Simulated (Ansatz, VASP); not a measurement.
## Cross-check of HfO2 between VASP and Ansatz

Aim: how closely do two programs agree when they are given the same cell, functional and k mesh? The structure shown is the end of the Ansatz relaxation below.

Program: Ansatz 0.2.0. Level of theory: plane waves, with VASP 6.6.1 beside it; single point at PBEsol. Results are calculated unless marked as measured.

## 1. The structure

Symmetry: Pca2_1, No. 29, orthorhombic system. The conventional cell has a = 5.333 Å, b = 5.118 Å, c = 4.983 Å, α = 90.00°, β = 90.00°, γ = 90.00°. Nearest to Hf lie 7 O at 2.05 to 2.30 Å. Nearest to O lie 3 Hf at 2.05 to 2.17 Å. Nearest to O lie 4 Hf at 2.12 to 2.30 Å. Farther neighbours and most contacts between anions are not listed.

## 2. Ansatz: relaxation, PBEsol

Ansatz runs on its PAW soft_1 files.

This run makes the geometry at which the two programs are then compared.

Input file input.yaml:

```yaml
crystal:
  lattice:
    - [5.33320158, 0.0, 0.0]
    - [0.0, 5.11817538, 0.0]
    - [0.0, 0.0, 4.981743]
  atoms:
    - { symbol: Hf, position: [0.9671098, 0.7324279, 0.7526446] }
    - { symbol: Hf, position: [0.0328902, 0.2675721, 0.2526446] }
    - { symbol: Hf, position: [0.4671098, 0.2675721, 0.7526446] }
    - { symbol: Hf, position: [0.5328902, 0.7324279, 0.2526446] }
    - { symbol: O, position: [0.6319774, 0.9282763, 0.8902418] }
    - { symbol: O, position: [0.3680226, 0.0717237, 0.3902418] }
    - { symbol: O, position: [0.1319774, 0.0717237, 0.8902418] }
    - { symbol: O, position: [0.8680226, 0.9282763, 0.3902418] }
    - { symbol: O, position: [0.7659856, 0.4596735, 0.0011137] }
    - { symbol: O, position: [0.2340144, 0.5403265, 0.5011137] }
    - { symbol: O, position: [0.2659856, 0.5403265, 0.0011137] }
    - { symbol: O, position: [0.7340144, 0.4596735, 0.5011137] }
kpoints:
  mp_grid: { grid: [6, 6, 6] }
scf:
  occupations: { method: fermi_dirac, width: 0.02 }
hamiltonian:
  xc: pbesol
  pseudopotentials: { kind: paw, azcp: { folder: soft_1 }, xc_functional: pbe }
basis:
  ecutwfc: 600
output:
  forces: true
  stress: true
  write_density: true
  write_potential: true
  elf: true
  volumetric_format: npy
relax:
  f_tol: 0.005
  max_steps: 70
  cell: { stress_tol: 0.02, p_target: 0, fix: [a, b, alpha, beta, gamma] }
```

The run is started by

```sh
ansatz run input.yaml --threads 4 --pin off --max-ram 10240MiB --backend cpu --events-out ev --progress --plain --runs-dir out
```

Numbers of over 12 decimals in the logs are rounded to 6 here.

The program printed:

```text
Engine: ansatz 0.2.0, aarch64-unknown-linux-gnu
Pseudopotentials: kind: paw
Pseudopotential: Hf, paw, valence charge 26, recommended cutoff 420 eV (normal), soft_1/Hf.paw.azcp
Pseudopotential: O, paw, valence charge 6, recommended cutoff 420 eV (normal), soft_1/O.paw.azcp
Functional definition: PBEsol
  exchange = pbesol_x
  correlation = pbesol_c
Crystal: 12 atoms, lattice volume = 135.983 Å³
Basis set: ecut = 600 eV, 4539 PW (Γ), exchange–correlation on 90×90×80 points (8 copies of the dense FFT grid, shifted against one another)
Bands: 92, of which v1, the nominal top of the filled ones, is band 76 counted from 1 (75 counted from 0)
Symmetry: 4 space group operations
Space group: Pca21 (ITA 29), of the structure as read, at distance tolerance 5.1e-5 Å
k-points: 64 of 216 (time reversal used)
Non-local potential: Hf, projectors of the file, l = 0: 3, l = 1: 2, l = 2: 2, l = 3: 3
Non-local potential: O, projectors of the file, l = 0: 2, l = 1: 2, l = 2: 1
PAW form: soft (Blöchl's): semilocal exchange-correlation on the pseudo side does not see the compensation charge
PAW frozen core: Hf, regenerated for the run's functional, and the local potential with it (the file was generated under x = pbe(κ = 0.804, μ = 0.219515), c = pbe(β = 0.066725))
PAW frozen core: O, regenerated for the run's functional, and the local potential with it (the file was generated under x = pbe(κ = 0.804, μ = 0.219515), c = pbe(β = 0.066725))
PAW one-centre angular grid: Hf, 590 points (default); XC on 64 Gauss nodes
PAW one-centre angular grid: O, 110 points (default); XC on 64 Gauss nodes
Initial density: superposition of atomic densities (chi_scale 0.1, normalization cell, long waves kept (reshape's long-wave potential 0.01 eV rms))
Initial wavefunctions: pseudopotential atomic-orbital guess
Functional: x = pbesol(κ = 0.804, μ = 0.123457), c = pbesol(β = 0.046)
SCF iter   1: F=—  HF=-66906.573532 eV  |F-HF|=—  |Δ(HF+E_count)|=         —  Δρ=9.38e-2  dr2=9.13e0  ethr=3.10e-3  ⟨swp⟩=6.0  Hψ=17668  notcnv=0  defer=170
preconditioner: auto → Resta (q_TF=auto, 2.779 Å⁻¹)  ε∞=5.0  [insulator: Δε(μ)=3.234 eV  Ē_g=19.039 eV  σ=0.020 eV  W_gap=1.00  n_scr=48 (ndim 8)  ℏωp=38.2 eV  f_vac=0.000  D(μ)=0.00/eV (n_scr^D=0)  ε∞_Penn≈5.0]
SCF iter   2: F=—  HF=-66904.522233 eV  |F-HF|=—  |Δ(HF+E_count)|=    2.05e0  Δρ=4.15e-2  dr2=1.98e0  ethr=3.10e-3  ⟨swp⟩=2.8  Hψ=12009  notcnv=0  defer=617
SCF iter   3: F=—  HF=-66903.990709 eV  |F-HF|=—  |Δ(HF+E_count)|=   5.32e-1  Δρ=2.22e-2  dr2=6.02e-1  ethr=1.30e-3  ⟨swp⟩=2.0  Hψ=9096  notcnv=0  defer=617
SCF iter   4: F=—  HF=-66903.872686 eV  |F-HF|=—  |Δ(HF+E_count)|=   1.18e-1  Δρ=8.15e-3  dr2=5.20e-2  ethr=3.96e-4  ⟨swp⟩=2.9  Hψ=10793  notcnv=0  defer=617
SCF iter   5: F=—  HF=-66903.896241 eV  |F-HF|=—  |Δ(HF+E_count)|=   2.36e-2  Δρ=2.91e-3  dr2=1.46e-2  ethr=3.42e-5  ⟨swp⟩=2.0  Hψ=9262  notcnv=0  defer=617
SCF iter   6: F=—  HF=-66903.890278 eV  |F-HF|=—  |Δ(HF+E_count)|=   5.96e-3  Δρ=7.31e-4  dr2=6.64e-4  ethr=9.61e-6  ⟨swp⟩=2.0  Hψ=10588  notcnv=0  defer=617
SCF iter   7: F=—  HF=-66903.891118 eV  |F-HF|=—  |Δ(HF+E_count)|=   8.40e-4  Δρ=4.71e-4  dr2=2.37e-4  ethr=4.37e-7  ⟨swp⟩=2.0  Hψ=10157  notcnv=0  defer=617
SCF iter   8: F=—  HF=-66903.891117 eV  |F-HF|=—  |Δ(HF+E_count)|=   8.41e-7  Δρ=3.18e-4  dr2=1.09e-4  ethr=1.56e-7  ⟨swp⟩=2.0  Hψ=9136  notcnv=0  defer=617
SCF iter   9: F=—  HF=-66903.891095 eV  |F-HF|=—  |Δ(HF+E_count)|=   2.17e-5  Δρ=4.08e-5  dr2=1.65e-6  ethr=7.19e-8  ⟨swp⟩=2.0  Hψ=8928  notcnv=0  defer=617
SCF iter  10: F=—  HF=-66903.891010 eV  |F-HF|=—  |Δ(HF+E_count)|=   8.54e-5  Δρ=8.25e-6  dr2=7.83e-8  ethr=6.58e-11  ⟨swp⟩=6.0  Hψ=40270  notcnv=0
SCF iter  11: F=-66903.891010 eV  HF=-66903.891010 eV  |F-HF|=1.89e-9  |Δ(HF+E_count)|=   3.81e-8  Δρ=1.92e-6  dr2=4.84e-9  ethr=5.15e-11  ⟨swp⟩=5.2  Hψ=34713  notcnv=0
SCF 1 converged in 11 iterations: F = -66903.891010 eV  dr2 = 4.84e-9
  greatest PAW one-centre occupation: 0.999 electrons in one spin orbital (limit 2), on the Hf atom at site 2 (counted from 0), in its partial waves of l = 3
relax step   1: F+E_penalty+E_count = -66903.89100991 eV  Δ(F+E_penalty+E_count) = +0.000e0 eV  max|allowed force component| = 1.834e-1 eV/Å  Δτ_max = 0.0000 Å  P = -6.966 GPa  Ω = 135.983 Å³  fix = [a, b, alpha, beta, gamma]  reactions: a -9.905, b -10.252 GPa  (11 SCF iters, dr2 threshold 1.00e-7 eV, accepted)
Crystal: 12 atoms, lattice volume = 135.615 Å³
Basis set: ecut = 600 eV, 4515 PW (Γ), exchange–correlation on 90×90×80 points (8 copies of the dense FFT grid, shifted against one another)
Initial density: handed on by an earlier stage of this run
Initial wavefunctions: those handed on with the density
iter 1 solved again at ethr=4.94e-6 eV; its pass at ethr=3.10e-3 eV (dr2=7.51e-3 eV) is discarded
[...]
Initial wavefunctions: pseudopotential atomic-orbital guess (no wavefunctions were taken with the density)
iter 1 solved again at ethr=9.43e-8 eV; its pass at ethr=3.10e-3 eV (dr2=1.43e-4 eV) is discarded
SCF iter   1: F=—  HF=-66903.912128 eV  |F-HF|=—  |Δ(HF+E_count)|=         —  Δρ=3.40e-6  dr2=8.88e-10  ethr=9.43e-8  ⟨swp⟩=3.2  Hψ=34886  notcnv=0
eigensolver tolerance schedule: the retry pair's looser diagonalisation over-reported the residual by 161430.80 of it (diagonalisation noise at an unbounded share of the residual, at the tolerance the schedule requests for it); recorded, not acted on — ethr = c·dr2/N_el stays at c = 1.0e-1
SCF iter   2: F=—  HF=-66903.912058 eV  |F-HF|=—  |Δ(HF+E_count)|=   7.01e-5  Δρ=1.77e-6  dr2=4.60e-10  ethr=1.00e-12  ⟨swp⟩=4.0  Hψ=15910  notcnv=0
SCF iter   3: F=—  HF=-66903.912058 eV  |F-HF|=—  |Δ(HF+E_count)|=   9.24e-9  Δρ=1.10e-6  dr2=1.57e-10  ethr=1.00e-12  ⟨swp⟩=1.0  Hψ=5888  notcnv=0
SCF iter   4: F=—  HF=-66903.912058 eV  |F-HF|=—  |Δ(HF+E_count)|=   6.26e-9  Δρ=1.22e-7  dr2=1.22e-11  ethr=1.00e-12  ⟨swp⟩=4.0  Hψ=26681  notcnv=0
SCF iter   5: F=-66903.912058 eV  HF=-66903.912058 eV  |F-HF|=4.37e-11  |Δ(HF+E_count)|=    0.00e0  Δρ=6.26e-8  dr2=5.05e-12  ethr=1.00e-12  ⟨swp⟩=5.0  Hψ=25330  notcnv=0
SCF 9 converged in 5 iterations: F = -66903.912058 eV  dr2 = 5.05e-12
relax step   9: F+E_penalty+E_count = -66903.91205762 eV  Δ(F+E_penalty+E_count) = -2.959e-6 eV  max|allowed force component| = 1.061e-4 eV/Å  Δτ_max = 0.0000 Å  P = -5.637 GPa  Ω = 136.011 Å³  fix = [a, b, alpha, beta, gamma]  reactions: a -8.134, b -8.777 GPa  stress off target by 1.62e-3 GPa on what of the cell is left free  SCF on the basis re-selected at this cell (its energy is not comparable with the rows above)  (5 SCF iters)
basis re-selected at this cell: Δ(F+E_penalty+E_count) = -2.959e-6 eV, ΔP = +0.000 GPa vs the last step (what re-selecting the basis moved, of the pressure what is left beyond the Pulay correction that the steps carried, after the strain that the cell walked since its last selection, with what the two solves' SCF thresholds leave and, on support functions, any second-order correction that the steps lacked; it is no m [...]
SCF converged after 5 iterations
Free energy (F): -66903.912058 eV
Harris-Foulkes:  -66903.912058 eV  (|F-HF|=4.37e-11)
Internal energy: -66903.912058 eV  (E = F + TS)
E sigma→0 (E₀):  -66903.912058 eV
Fermi energy:    15.400665 eV
--- Per-component energies (eV) ---
  E_band       = -130.634229
  E_kinetic    = 2961.322445
  E_local      = -28754.002907  (includes V_loc(G=0)·N_el)
  E_nonlocal   = 705.770316
  E_hartree    = 13653.649424
  E_xc         = -1620.952376
  E_vxc        = -1740.701448  (∫ρ·V_xc dr)
  E_paw        = -31571.190099  (= ΣΔE_a)
  E_vpaw       = -610.323290  (= ΣTr[D̂ρ^β])
  E_aug_tail   = 0.001646  (compensation charges beyond the density's cutoff)
  E_ewald      = -22283.797034
  E_core_change = 5.286528  (= ΣΔE_core)
  E_smearing   = -0.000000  (= −TS)
  E_closure    = -0.000000  (closes the sum)
  Σ components = -66903.912058   (vs F -66903.912058, Δ=0.00e0)
--- Forces (eV/Å), atoms counted from 1 ---
  atom   1  Hf     0.00008984     0.00010614     0.00009088
  atom   2  Hf    -0.00008984    -0.00010614     0.00009088
  atom   3  Hf     0.00008984    -0.00010614     0.00009088
  atom   4  Hf    -0.00008984     0.00010614     0.00009088
  atom   5  O     -0.00006313     0.00007584    -0.00002084
  atom   6  O      0.00006313    -0.00007584    -0.00002084
  atom   7  O     -0.00006313    -0.00007584    -0.00002084
  atom   8  O      0.00006313     0.00007584    -0.00002084
  atom   9  O     -0.00004681     0.00003566    -0.00006999
  atom  10  O      0.00004681    -0.00003566    -0.00006999
  atom  11  O     -0.00004681    -0.00003566    -0.00006999
  atom  12  O      0.00004681     0.00003566    -0.00006999
  max |Σ_I F_I| component: 2.11e-7 eV/Å
--- Stress (GPa, compression-positive) ---
       -8.134454       0.000000       0.000000
        0.000000      -8.777092       0.000000
        0.000000       0.000000       0.001619
  P = ⅓ Tr σ = -5.6366 GPa (-56.366 kbar)
--- Band table (eV; the first three rows and the last of 64) ---
  k-point 0: bands = [... 72 lower, 12.8115, 13.0577, 13.1281, 13.2399, 18.1059, 18.1301, 18.4211, 18.7735, ... 12 higher]
  k-point 1: bands = [... 72 lower, 12.4580, 12.9532, 13.0780, 13.1547, 17.9763, 18.1353, 18.3353, 18.7121, ... 12 higher]
  k-point 2: bands = [... 72 lower, 12.6036, 12.9022, 12.9782, 13.0022, 17.7471, 17.9931, 18.1796, 18.4887, ... 12 higher]
  k-point 63: bands = [... 72 lower, 12.4063, 12.4063, 12.4063, 12.4063, 17.8337, 17.8337, 17.8337, 17.8337, ... 12 higher]
--- Relaxed structure (8 steps of the walk, 8 accepted, 1 SCFs on fresh bases) ---
  F+E_penalty+E_count = -66903.91205762 eV   max|allowed force component| = 1.061e-4 eV/Å   (the final SCF, on the basis selected at the relaxed cell)
  cell:  # Å, volume = 136.0107 Å³
    - [5.33320158, 0.0, 0.0]
    - [0.0, 5.11817538, 0.0]
    - [0.0, 0.0, 4.982761]
  atoms:
    - { symbol: Hf, position: [0.967768, 0.734518, 0.750568] }
    - { symbol: Hf, position: [0.032232, 0.265482, 0.250568] }
    - { symbol: Hf, position: [0.467768, 0.265482, 0.750568] }
    - { symbol: Hf, position: [0.532232, 0.734518, 0.250568] }
    - { symbol: O, position: [0.634423, 0.932726, 0.892906] }
    - { symbol: O, position: [0.365577, 0.067274, 0.392906] }
    - { symbol: O, position: [0.134423, 0.067274, 0.892906] }
    - { symbol: O, position: [0.865577, 0.932726, 0.392906] }
    - { symbol: O, position: [0.774244, 0.465832, 0.000525427] }
    - { symbol: O, position: [0.225756, 0.534168, 0.500525] }
    - { symbol: O, position: [0.274244, 0.534168, 0.000525427] }
    - { symbol: O, position: [0.725756, 0.465832, 0.500525] }
```

Reading the cycles: dr2 is the Hartree energy of the density residual (eV), the measure of convergence; HF is the Harris–Foulkes estimate of the energy, which meets the free energy F at convergence.

[end of part 1 of 2]

[Lines on the potential files, build, host, timing and source positions are cut from VASP's logs without a mark.]

[Logs are printed without paths, hosts, clocks, repeated set-up lines and the standing remarks that a program may print on its own settings, such as how far it seeks lower states.]

[Hosts, paths, dates, database ids (printed as entryN), source tags and the programs' standing remarks are cut or masked in the printed files.]
